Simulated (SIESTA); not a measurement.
GaAs:

```
As Ga
1.0
     0.00000    2.82685    2.82685
     2.82685    0.00000    2.82685
     2.82685    2.82685    0.00000
As Ga
1 1
Direct
  0.75000 0.75000 0.75000
  0.00000 0.00000 0.00000
```

Base run:

| Property | Result |
| --- | --- |
| Program | SIESTA 5.4.2 |
| Functional | PBE |
| Potentials or basis | PseudoDojo 0.4 standard (PBE files) |
| Basis | DZP (energy shift 0.003 Ry; two zetas on semicore shells) |
| Grid cutoff | 800 Ry |
| Energy shift | 0.003 Ry |
| k mesh | 8 × 8 × 8 |
| Occupations | fermi-dirac, width 0.05 eV |
| Spin | no spin polarisation |

Its results: band gap on the k mesh 0.66 eV, direct; pressure 4.1 GPa.

The run is repeated on the same cell with these changes: potentials or basis from PseudoDojo 0.4 standard (PBE files) to SG15 1.2 (PBE files) or PseudoDojo by element; valence electrons from 28 to 18. What comes out?

Band gap on the k mesh 0.51 eV, direct; pressure 4.1 GPa.

Caveats: the basis of atomic orbitals isn't converged, which shifts pressures, moduli and gaps.

A k mesh can miss the band edges.
